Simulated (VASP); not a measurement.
Sb, 2 atoms in the cell. Symmetry: R-3m, No. 166, trigonal system. The conventional cell has a = 4.325 Å, b = 4.325 Å, c = 11.066 Å, α = 90.00°, β = 90.00°, γ = 120.00°. Sb (site symmetry 3m) is surrounded by 6 Sb at 2.93 to 3.30 Å. 

| Property | Result |
| --- | --- |
| Program | VASP 6.6.1 |
| Task | relaxation of cell and atoms |
| Functional | PBEsol |
| Potentials or basis | VASP PAW PBE potentials, release 64 (Sb) |
| Cutoff | 600 eV |
| k mesh | 10 × 10 × 10 |
| Occupations | methfessel-paxton, width 0.1 eV |
| Spin | no spin polarisation |
| Further INCAR settings | ALGO = Normal; EDIFF = 1e-07; IBRION = 2; EDIFFG = -0.005; NSW = 90; ISIF = 3 |

Potentials or basis: VASP PAW PBE potentials, release 64 (Sb).

Launch:

```console
$ cat potpaw_PBE.64/Sb/POTCAR > POTCAR
$ mpirun -np 1 vasp_std > vasp.out
```

Hardware: 1 thread of AMD EPYC 9R45 (Zen 5) (shared host).

Task: Estimate the wall time of this run.

Result: Wall time 44 s on 1 thread of AMD EPYC 9R45 (Zen 5), on a shared host, peak memory 0.22 GiB. Counts: scf iterations 14, k points 116, ion steps 2.
